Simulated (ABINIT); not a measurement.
HfN:

```
Hf N
1.0
     0.00000    2.25600    2.25600
     2.25600    0.00000    2.25600
     2.25600    2.25600    0.00000
Hf N
1 1
Direct
  0.00000 0.00000 0.00000
  0.50000 0.50000 0.50000
```

Base run:

```yaml
Program: ABINIT 10.8.3 (patched build)
Functional: PBE
Potentials_or_basis: JTH PAW PBE v2.0
Cutoff: 707 eV
k_mesh: 10 × 10 × 10
Occupations: fermi-dirac, width 0.05 eV
Spin: no spin polarisation
```

Its results: band gap on the k mesh none (metal or under the smearing width); pressure 4.9 GPa.

Task: The run is repeated on the same cell with these changes: functional from PBE to rPW86PBE. What comes out?

Result: Band gap on the k mesh none (metal or under the smearing width); pressure 14.8 GPa.

Caveats: the PAW data sets were made with another functional, which shifts forces and pressure a little (some runs); spin-orbit coupling is left out, which moves the levels of the heavy elements (some runs).
